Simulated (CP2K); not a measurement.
The system is Ta.

```xyz
2
Lattice="2.9004 0.0000 0.0000 -1.4502 2.5118 0.0000 0.0000 0.0000 5.1663" Properties=species:S:1:pos:R:3 pbc="T T T"
Ta    0.0000    1.6745    1.2916
Ta    1.4502    0.8373    3.8747
```

This isn't the form of Ta at room conditions, which is bcc.

Base run:

| Property | Result |
| --- | --- |
| Program | CP2K 2026.2 |
| Functional | BEEF-vdW |
| Potentials or basis | POTENTIAL_UZH Ta GTH-PBE-q13; TZVP-MOLOPT-PBE-GTH basis |
| Density cutoff | 9184 eV |
| k mesh | 11 × 11 × 5 |
| Occupations | fermi-dirac, width 0.05 eV |
| Spin | no spin polarisation |

Its results: band gap on the k mesh none (metal or under the smearing width); pressure -1.2 GPa; largest force 0.035 eV/Å.

Task: After a change of settings the same cell gave: band gap on the k mesh none (metal or under the smearing width); pressure -40.6 GPa; largest force 0.022 eV/Å. Which change was it?
A. functional from BEEF-vdW to HLE17
B. functional from BEEF-vdW to vdW-DF2
C. functional from BEEF-vdW to HLE16

Result: C.

Caveats: the potentials were made for another functional, which shifts forces and pressure; the basis of atomic orbitals isn't converged, which shifts pressures, moduli and gaps; the potentials were made for a functional far from this one (some runs); the cell as given lies far from equilibrium (some runs).

Runs at the PBE level aren't shown here.
